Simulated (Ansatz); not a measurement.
# Localised basis functions on generalised stacking fault on (111) (glide set) of a GaP-AlP solid solution (72 atoms)

Wanted: errors and times of a linear-scaling basis for generalised stacking fault on (111) (glide set) of a GaP-AlP solid solution (72 atoms). A setting counts as converged where the r.m.s. difference of forces stays under 1 % of the r.m.s. force.

Method: Kohn-Sham DFT, PBE, PAW (set soft_2), plane waves, in Ansatz 0.2.0.

**1. The starting structure**

The cell holds 72 atoms: 18 Al, 36 P and 18 Ga. Cell: a = 6.683 Å, b = 11.576 Å, c = 19.305 Å, α = 90.0°, β = 81.7°, γ = 90.0°. It derives from GaP and AlP. Zinc-blende GaP lattice (a = 5.4569 Å, the value set for the mixture), cell with z along [111], 1 x 3 x 2 periods; the third cell vector is tilted by 0.417 of 1/2[11-2] and lengthened by 0.2 Å, so the cell holds one fault (glide set); displaced by a Gaussian of 0.01 Å; 18 of 36 Ga sites given to Al at random (lattice constant by Vegard's rule between GaP and AlP).

What the set-up can't give: The host structure and its lattice constant were typed by rule, without a check against the phase diagram.

**2. Plane-wave single point**

This run is the reference for what follows, at a cutoff of 420 eV.

The input, input.yaml:

```yaml
crystal:
  lattice:
    - [6.68331, 0.0, 0.0]
    - [0.0, 11.57583, 0.0]
    - [2.78473, 0.0, 19.10326]
  atoms:
    - { symbol: Al, position: [0.49153, 0.16469, 0.0197] }
    - { symbol: P, position: [0.44334, 0.16679, 0.14378] }
    - { symbol: Ga, position: [0.7546, 0.16707, 0.18567] }
    - { symbol: P, position: [0.70708, 0.16841, 0.30947] }
    - { symbol: Ga, position: [0.99255, 0.00086, 0.0202] }
    - { symbol: P, position: [0.93557, 0.99994, 0.14529] }
    - { symbol: Al, position: [0.25699, 0.00026, 0.18533] }
    - { symbol: P, position: [0.20374, 0.99992, 0.30897] }
    - { symbol: Ga, position: [0.51885, 0.00057, 0.35109] }
    - { symbol: P, position: [0.46875, 0.99819, 0.47508] }
    - { symbol: Al, position: [0.49086, 0.50025, 0.01993] }
    - { symbol: P, position: [0.43977, 0.50019, 0.14412] }
    - { symbol: Ga, position: [0.75422, 0.49929, 0.18554] }
    - { symbol: P, position: [0.70489, 0.49907, 0.30821] }
    - { symbol: Al, position: [0.99252, 0.33292, 0.0212] }
    - { symbol: P, position: [0.93855, 0.3325, 0.14419] }
    - { symbol: Ga, position: [0.25581, 0.33346, 0.18511] }
    - { symbol: P, position: [0.20494, 0.33304, 0.30974] }
    - { symbol: Al, position: [0.5207, 0.33354, 0.34983] }
    - { symbol: P, position: [0.47225, 0.33383, 0.47335] }
    - { symbol: Ga, position: [0.02172, 0.16518, 0.34972] }
    - { symbol: P, position: [0.96954, 0.16589, 0.47316] }
    - { symbol: Ga, position: [0.28312, 0.16698, 0.51505] }
    - { symbol: P, position: [0.23278, 0.16713, 0.63881] }
    - { symbol: Al, position: [0.55168, 0.16577, 0.67972] }
    - { symbol: P, position: [0.49639, 0.16812, 0.80432] }
    - { symbol: Ga, position: [0.78523, 0.99898, 0.51551] }
    - { symbol: P, position: [0.73274, 0.00038, 0.63795] }
    - { symbol: Al, position: [0.05043, 0.99979, 0.68001] }
    - { symbol: P, position: [0.99861, 0.99964, 0.80309] }
    - { symbol: Ga, position: [0.31564, 0.00029, 0.84556] }
    - { symbol: P, position: [0.26333, 0.99913, 0.9693] }
    - { symbol: Ga, position: [0.49117, 0.83227, 0.02075] }
    - { symbol: P, position: [0.43967, 0.83227, 0.14452] }
    - { symbol: Al, position: [0.75725, 0.834, 0.18553] }
    - { symbol: P, position: [0.70354, 0.83366, 0.3098] }
    - { symbol: Ga, position: [0.99126, 0.66708, 0.0211] }
    - { symbol: P, position: [0.94028, 0.66769, 0.14438] }
    - { symbol: Al, position: [0.25372, 0.66656, 0.18487] }
    - { symbol: P, position: [0.20519, 0.66552, 0.30996] }
    - { symbol: Al, position: [0.52477, 0.66677, 0.35088] }
    - { symbol: P, position: [0.46939, 0.66695, 0.47434] }
    - { symbol: Ga, position: [0.02262, 0.4993, 0.34953] }
    - { symbol: P, position: [0.96909, 0.49988, 0.47545] }
    - { symbol: Al, position: [0.28387, 0.49997, 0.51595] }
    - { symbol: P, position: [0.23371, 0.50024, 0.63909] }
    - { symbol: Al, position: [0.54917, 0.49908, 0.68094] }
    - { symbol: P, position: [0.49751, 0.50033, 0.80384] }
    - { symbol: Al, position: [0.78534, 0.33394, 0.51502] }
    - { symbol: P, position: [0.7343, 0.3328, 0.63998] }
    - { symbol: Al, position: [0.05043, 0.33503, 0.67968] }
    - { symbol: P, position: [0.99929, 0.33295, 0.80581] }
    - { symbol: Ga, position: [0.31331, 0.3315, 0.84581] }
    - { symbol: P, position: [0.26596, 0.33201, 0.96894] }
    - { symbol: Al, position: [0.81295, 0.16751, 0.84539] }
    - { symbol: P, position: [0.7623, 0.16751, 0.96848] }
    - { symbol: Al, position: [0.01746, 0.83139, 0.35079] }
    - { symbol: P, position: [0.969, 0.83433, 0.47359] }
    - { symbol: Al, position: [0.28304, 0.83207, 0.51549] }
    - { symbol: P, position: [0.23204, 0.83381, 0.63928] }
    - { symbol: Ga, position: [0.54778, 0.83262, 0.68084] }
    - { symbol: P, position: [0.49643, 0.83534, 0.80375] }
    - { symbol: Ga, position: [0.78231, 0.66741, 0.51579] }
    - { symbol: P, position: [0.73448, 0.66631, 0.6391] }
    - { symbol: Ga, position: [0.05201, 0.66597, 0.67865] }
    - { symbol: P, position: [0.99642, 0.66618, 0.8038] }
    - { symbol: Ga, position: [0.31536, 0.66634, 0.84504] }
    - { symbol: P, position: [0.26407, 0.66693, 0.96825] }
    - { symbol: Ga, position: [0.81547, 0.50025, 0.84606] }
    - { symbol: P, position: [0.7613, 0.49922, 0.97104] }
    - { symbol: Al, position: [0.81777, 0.83486, 0.84413] }
    - { symbol: P, position: [0.7623, 0.83301, 0.96964] }
kpoints:
  mp_grid: { grid: [2, 1, 1] }
hamiltonian:
  xc: pbe
scf:
  occupations: { method: gaussian, width: 0.025 }
output:
  forces: true
  stress: true
  populations: true
  dos:
    method: { smearing: { sigma: 0.15 } }
    de: 0.1
    projected: { site_lists: { Al: [Al], Ga: [Ga], P: [P] } }
  eigenvalues: true
  write_density: true
  write_potential: true
  volumetric_format: npy
  elf: true
```

The run is started by

```bash
$ ansatz run input.yaml --threads 4 --pin off --max-ram 8192MiB --backend cpu --events-out ev --progress --plain --runs-dir out
```

Numbers of over 12 decimals in the logs are rounded to 6 here.

Output:

```text
Engine: ansatz 0.2.0, aarch64-unknown-linux-gnu
Pseudopotentials: kind: paw
Pseudopotential: Al, paw, valence charge 3, recommended cutoff 420 eV (normal), Al.paw.azcp
Pseudopotential: P, paw, valence charge 5, recommended cutoff 420 eV (normal), P.paw.azcp
Pseudopotential: Ga, paw, valence charge 13, recommended cutoff 420 eV (normal), Ga.paw.azcp
Functional definition: PBE
  parameter kappa = 0.804
  parameter beta = 0.066725
  exchange = pbe_x(kappa = kappa, mu = beta*pi^2/3)
  correlation = pbe_c(beta = beta)
Crystal: 72 atoms, lattice volume = 1477.921 Å³
Basis set: ecut = 420 eV, 28913 PW (Γ), exchange–correlation on 90×160×270 points (8 copies of the dense FFT grid, shifted against one another)
Bands: 306, of which v1, the nominal top of the filled ones, is band 234 counted from 1 (233 counted from 0)
Symmetry: 1 space group operations
Space group: P1 (ITA 1), of the structure as read, at distance tolerance 1.1e-4 Å
k-points: 2
Non-local potential: Al, projectors of the file, l = 0: 2, l = 1: 2, l = 2: 1
Non-local potential: P, projectors of the file, l = 0: 2, l = 1: 2, l = 2: 2
Non-local potential: Ga, projectors of the file, l = 0: 2, l = 1: 2, l = 2: 3, l = 3: 1
PAW form: soft (Blöchl's): semilocal exchange-correlation on the pseudo side does not see the compensation charge
PAW one-centre angular grid: Al, 110 points (default); XC on 64 Gauss nodes
PAW one-centre angular grid: P, 110 points (default); XC on 64 Gauss nodes
PAW one-centre angular grid: Ga, 590 points (default); XC on 64 Gauss nodes
Initial density: superposition of atomic densities (neutral atoms: chi_scale 0, normalization atom), corrected by the library's trained network
Initial wavefunctions: pseudopotential atomic-orbital guess
Functional: x = pbe(κ = 0.804, μ = 0.219515), c = pbe(β = 0.066725)
SCF iter   1: F=—  HF=-104998.271353 eV  |F-HF|=—  |Δ(HF+E_count)|=         —  Δρ=2.10e-3  dr2=1.81e-1  ethr=1.77e-3  ⟨swp⟩=8.0  Hψ=2853  notcnv=0  defer=51
preconditioner: auto → Resta (q_TF=auto, 2.252 Å⁻¹)  ε∞=4.0  [insulator: Δε(μ)=0.936 eV  Ē_g=12.119 eV  σ=0.025 eV  W_gap=1.00  n_scr=286 (ndim 8)  ℏωp=20.9 eV  f_vac=0.000  D(μ)=0.00/eV (n_scr^D=0)  ε∞_Penn≈4.0]
SCF iter   2: F=—  HF=-104998.264337 eV  |F-HF|=—  |Δ(HF+E_count)|=   7.02e-3  Δρ=1.23e-3  dr2=2.42e-2  ethr=3.87e-5  ⟨swp⟩=3.0  Hψ=1195  notcnv=0  defer=131
SCF iter   3: F=—  HF=-104998.263334 eV  |F-HF|=—  |Δ(HF+E_count)|=   1.00e-3  Δρ=5.99e-4  dr2=6.08e-3  ethr=5.17e-6  ⟨swp⟩=2.0  Hψ=643  notcnv=0  defer=131
SCF iter   4: F=—  HF=-104998.264178 eV  |F-HF|=—  |Δ(HF+E_count)|=   8.44e-4  Δρ=1.15e-4  dr2=6.60e-4  ethr=1.30e-6  ⟨swp⟩=2.0  Hψ=777  notcnv=0  defer=131
SCF iter   5: F=—  HF=-104998.264208 eV  |F-HF|=—  |Δ(HF+E_count)|=   3.04e-5  Δρ=5.20e-5  dr2=1.04e-4  ethr=1.41e-7  ⟨swp⟩=2.5  Hψ=864  notcnv=0  defer=131
SCF iter   6: F=—  HF=-104998.264217 eV  |F-HF|=—  |Δ(HF+E_count)|=   8.94e-6  Δρ=1.76e-5  dr2=1.03e-5  ethr=2.23e-8  ⟨swp⟩=3.0  Hψ=864  notcnv=0  defer=131
SCF iter   7: F=—  HF=-104998.264167 eV  |F-HF|=—  |Δ(HF+E_count)|=   5.04e-5  Δρ=6.94e-6  dr2=1.74e-6  ethr=2.21e-9  ⟨swp⟩=3.0  Hψ=1002  notcnv=0  defer=131
SCF iter   8: F=—  HF=-104998.264168 eV  |F-HF|=—  |Δ(HF+E_count)|=   7.76e-7  Δρ=3.12e-6  dr2=1.86e-7  ethr=3.73e-10  ⟨swp⟩=2.0  Hψ=949  notcnv=0  defer=131
SCF iter   9: F=-104998.264168 eV  HF=-104998.264168 eV  |F-HF|=2.95e-8  |Δ(HF+E_count)|=   6.69e-8  Δρ=1.23e-6  dr2=4.76e-8  ethr=2.14e-11  ⟨swp⟩=22.0  Hψ=5850  notcnv=0
SCF 1 converged in 9 iterations: F = -104998.264168 eV  dr2 = 4.76e-8
  greatest PAW one-centre occupation: 0.995 electrons in one spin orbital (limit 2), on the Ga atom at site 4 (counted from 0), in its partial waves of l = 2
SCF converged after 9 iterations
Free energy (F): -104998.264168 eV
Harris-Foulkes:  -104998.264168 eV  (|F-HF|=2.95e-8)
Internal energy: -104998.264168 eV  (E = F + TS)
E sigma→0 (E₀):  -104998.264168 eV
Fermi energy:    7.268387 eV
--- Per-component energies (eV) ---
  E_band       = -1172.686654
  E_kinetic    = 5056.446499
  E_local      = -48403.123621  (includes V_loc(G=0)·N_el)
  E_nonlocal   = 9070.257430
  E_hartree    = 22308.567249
  E_xc         = -4183.826097
  E_vxc        = -3765.551520  (∫ρ·V_xc dr)
  E_paw        = -64717.155134  (= ΣΔE_a)
  E_vpaw       = -7747.865565  (= ΣTr[D̂ρ^β])
  E_aug_tail   = -0.001905  (compensation charges beyond the density's cutoff)
  E_ewald      = -24129.428589
  E_smearing   = -0.000000  (= −TS)
  E_closure    = -0.000000  (closes the sum)
  Σ components = -104998.264168   (vs F -104998.264168, Δ=0.00e0)
--- Forces (eV/Å), atoms counted from 1 ---
  atom   1  Al    -7.53982883    -0.05579252     2.56125713
  atom   2  P     -0.42901396    -0.02875483    -0.11868133
  atom   3  Ga     0.06913610    -0.04304955     0.16589278
  atom   4  P     -0.25709149    -0.26505462    -0.08246705
  atom   5  Ga    -7.37248340     0.01953997     2.79865691
  atom   6  P      0.21514071     0.14271133    -0.36740526
  atom   7  Al    -0.06157483     0.01299226    -0.07500761
  atom   8  P     -0.00072613    -0.26013494    -0.08290979
  atom   9  Ga     0.06778100     0.13806076     0.06970624
  atom  10  P     -0.09098427     0.20316057    -0.12316937
  atom  11  Al    -8.24121426     0.02030943     2.77614719
  atom  12  P     -0.21527135     0.02172247    -0.16647069
  atom  13  Ga     0.08522208     0.10087884    -0.11960289
  atom  14  P      0.02789366     0.15197506     0.19279167
[...]
atom  71  Al    -0.30891581    -0.19301962     0.36809279
  atom  72  P      7.44282393     0.06276130    -2.82408075
  max |Σ_I F_I| component: 8.01e-5 eV/Å
--- Stress (GPa, compression-positive) ---
        7.049088      -0.047265      -4.817197
       -0.047264       2.652178       0.033091
       -4.817184       0.033091       2.718455
  P = ⅓ Tr σ = 4.1399 GPa (41.399 kbar)
--- Band table (eV) ---
  k-point 0: bands = ["-8.9819", "-8.9421", "-8.8980", "-8.6310", [... 290 levels ...], "10.7215", "10.7466", "10.7613", "10.7826", "10.8105", "10.8174", "10.8983", "10.9813", "10.9983", "11.0970", "11.1279", "11.1586"]
  k-point 1: bands = ["-8.9815", "-8.9425", "-8.8984", "-8.6320", [... 290 levels ...], "10.7894", "10.8328", "10.8820", "10.9019", "10.9940", "11.0413", "11.0498", "11.0718", "11.1087", "11.1171", "11.1375", "11.1856"]
--- Löwdin populations: 72 sites ---
  site symbol       q [e]
     0     Al      2.5378
     1      P      5.1819
     2     Ga     12.9280
[...]
71      P      5.1483
  spilling = 0.004504 (of n_electrons = 468.000000)
```

Elapsed: 60 s, on 4 threads of Arm Neoverse V1, shared host; peak memory 4.5 GiB; 3.8 min of CPU time.

Reading the cycles: dr2 is the Hartree energy of the density residual (eV), the measure of convergence; HF is the Harris–Foulkes estimate of the energy, which meets the free energy F at convergence.

Read from the output:

| Item | Value |
| --- | --- |
| free energy | -104998.2642 eV |
| free energy per atom | -1458.3092 eV/atom |
| SCF cycles | 9 |
| pressure | 4.14 GPa |
| r.m.s. force component | 1.849 eV/Å |
| longest force | 8.872 eV/Å |
| Fermi energy | 7.268 eV |
| gap (highest filled to lowest empty level) | 0.7892 eV |
| spilling of the projection | 0.004504 |

The r.m.s. force component of 1.8 eV/Å sets the scale for the differences below.

**3. Support functions medium**

With localised support functions most steps grow linearly with size, though the diagonalisation grows faster unless the density matrix is cut; this run measures error and cost at this size. The level medium gives here a grid of 30×54×90 points and a radius of 4.09 Å.

This step: Kohn-Sham DFT, PBE, PAW (set soft_2), localised support functions (medium) (Ansatz 0.2.0).

input.yaml, the sections that differ from step 2:

```yaml
scf:
  occupations: { method: gaussian, width: 0.025 }
  eigensolver: { kind: { support_functions: { accuracy: medium } } }
  mixing: { beta: 0.4 }
  max_iter: 150
output:
  forces: true
# crystal, kpoints, hamiltonian: as in step 2
```

Output:

```text
Warning: scf.eigensolver.kind.support_functions: disabling space-group detection — the functions' gradient is summed over unrotated k-points, so no spatial operation reduces the k-mesh or symmetrises the density; time reversal is kept, so that k and −k are solved as one point where they differ and the mesh holds both, and exact exchange and, on two spinor components, a DFT+U term hold to it where the run has them: [...]
settings of this run that can trade accuracy for cost: scf.eigensolver.kind.support_functions [...]
[...]
Crystal: 72 atoms, lattice volume = 1477.921 Å³
Basis set: ecut = 420 eV, 28913 PW (Γ), exchange–correlation on 90×160×270 points (8 copies of the dense FFT grid, shifted against one another)
Bands: 281, of which v1, the nominal top of the filled ones, is band 234 counted from 1 (233 counted from 0)
Symmetry: 1 space group operations
k-points: 2
[...]
Eigensolver: Support functions (medium, 30×54×90 points, laid for a spacing of at most 0.228497 Å, radius 4.085786 Å, 2 species' potentials softened for the grid, 3 wholly corrected for its errors in the mean over positions, 3 with the egg-box correction, energy correction by stochastic trace)
[...]
SCF iter   1: F=—  HF=-104973.562595 eV  |F-HF|=—  |Δ(HF+E_count)|=         —  Δρ=3.79e-2  dr2=2.23e1  ethr=1.00e-1
[...]
SCF iter  13: F=—  HF=-104998.292045 eV  |F-HF|=—  |Δ(HF+E_count)|=   1.71e-3  Δρ=8.81e-6  dr2=1.65e-6  ethr=9.59e-10  κ⁻¹=1.1e-5(r=7)
SCF iter  14: F=-104998.292045 eV  HF=-104998.292045 eV  |F-HF|=5.57e-8  |Δ(HF+E_count)|=   4.13e-7  Δρ=4.23e-6  dr2=5.17e-7  ethr=3.54e-10
SCF 1 converged in 14 iterations: F = -104998.326134 eV  dr2 = 5.17e-7
[...]
SCF converged after 14 iterations
Stability not checked: this state was not tested for a lower state beside it, because the mixer in use, unlike msr1, does not test its closes by its own steps (another_mixer; see scf.mixing.algorithm and scf.lower_state_search)
Free energy (F): -104998.326134 eV
[...]
Internal energy: -104998.326134 eV  (E = F + TS)
E sigma→0 (E₀):  -104998.326134 eV
Fermi energy:    7.268695 eV
[...]
Σ components = -104998.326134   (vs F -104998.326134, Δ=0.00e0)
--- Forces (eV/Å), atoms counted from 1 ---
  atom   1  Al    -7.53879224    -0.05570338     2.56072905
  atom   2  P     -0.42922710    -0.02913458    -0.11945168
  atom   3  Ga     0.06894708    -0.04303786     0.16598371
  atom   4  P     -0.25749749    -0.26480615    -0.08213059
[...]
atom  72  P      7.44298298     0.06267752    -2.82385614
  max |Σ_I F_I| component: 6.36e-3 eV/Å
--- Band table (eV) ---
[...]
guard bands above this table: 40 of the run's 281 bands (output.publish_guard_bands: true publishes all)
[...]
```

Elapsed: 98 s, on 4 threads; peak memory 2.8 GiB.

The program notes that the band table was not solved further than the SCF left it and it switched symmetry off.

Keys that differ from the reference: support_functions.accuracy = "medium", scf.max_iter = 150 and scf.mixing.beta = 0.4.

Forces differ from the reference by 0.36 meV/Å r.m.s., 0.019 % of their size, well within a tolerance of 1 %; the energy by -0.86 meV/atom. It took 98 s and 14 cycles; the reference's time can't be set against it, since the two runs asked for unlike analyses. The two runs also began from different starting densities, which bears on cycles and time.

**4. Support functions low**

The level low is asked for. Here it resolves to the same grid and radius as in the run with support functions medium, so the basis is not new.

This step: Kohn-Sham DFT, PBE, PAW (set soft_2), localised support functions (low) (Ansatz 0.2.0).

input.yaml, the sections that differ from step 3:

```yaml
scf:
  occupations: { method: gaussian, width: 0.025 }
  eigensolver: { kind: { support_functions: { accuracy: low } } }
  mixing: { beta: 0.4 }
  max_iter: 150
# crystal, kpoints, hamiltonian, output: as in step 3
```

Output:

```text
[...]
Crystal: 72 atoms, lattice volume = 1477.921 Å³
Basis set: ecut = 420 eV, 28913 PW (Γ), exchange–correlation on 90×160×270 points (8 copies of the dense FFT grid, shifted against one another)
Bands: 281, of which v1, the nominal top of the filled ones, is band 234 counted from 1 (233 counted from 0)
Symmetry: 1 space group operations
k-points: 2
[...]
Eigensolver: Support functions (low, 30×54×90 points, laid for a spacing of at most 0.228497 Å, radius 4.085786 Å, 2 species' potentials softened for the grid, 3 wholly corrected for its errors in the mean over positions, 3 with the egg-box correction, energy correction by stochastic trace)
[...]
SCF iter   1: F=—  HF=-104973.562595 eV  |F-HF|=—  |Δ(HF+E_count)|=         —  Δρ=3.79e-2  dr2=2.23e1  ethr=1.00e-1
[...]
SCF iter  11: F=—  HF=-104998.288263 eV  |F-HF|=—  |Δ(HF+E_count)|=   2.54e-3  Δρ=4.56e-5  dr2=3.79e-5  ethr=1.66e-8  κ⁻¹=2.1e-6(r=7)
SCF iter  12: F=-104998.290328 eV  HF=-104998.290332 eV  |F-HF|=4.77e-6  |Δ(HF+E_count)|=   2.07e-3  Δρ=1.44e-5  dr2=4.49e-6  ethr=8.11e-9
SCF 1 converged in 12 iterations: F = -104998.326147 eV  dr2 = 4.49e-6
[...]
SCF converged after 12 iterations
[...]
Free energy (F): -104998.326147 eV
[...]
Internal energy: -104998.326147 eV  (E = F + TS)
E sigma→0 (E₀):  -104998.326147 eV
Fermi energy:    7.268636 eV
[...]
Σ components = -104998.326147   (vs F -104998.326147, Δ=0.00e0)
--- Forces (eV/Å), atoms counted from 1 ---
  atom   1  Al    -7.53851443    -0.05569221     2.56053245
  atom   2  P     -0.42928334    -0.02910223    -0.11949592
  atom   3  Ga     0.06895292    -0.04308245     0.16590426
  atom   4  P     -0.25750757    -0.26483268    -0.08214309
[...]
atom  72  P      7.44299011     0.06267604    -2.82373769
  max |Σ_I F_I| component: 6.49e-3 eV/Å
--- Band table (eV) ---
[...]
```

The job ended after 93 s (4 threads; peak memory 2.8 GiB).

Keys that differ from the reference: support_functions.accuracy = "low", scf.max_iter = 150 and scf.mixing.beta = 0.4.

Forces differ from the reference by 0.40 meV/Å r.m.s., 0.022 % of their size, well within a tolerance of 1 %; the energy by -0.86 meV/atom. It took 93 s and 12 cycles; the reference's time can't be set against it, since the two runs asked for unlike analyses. The two runs also began from different starting densities, which bears on cycles and time.

[end of part 1 of 3]

[Logs are printed without paths, hosts, clocks, repeated set-up lines and the standing remarks that a program may print on its own settings, such as how far it seeks lower states.]

[Hosts, paths, dates, database ids (printed as entryN), source tags and the programs' standing remarks are cut or masked in the printed files.]
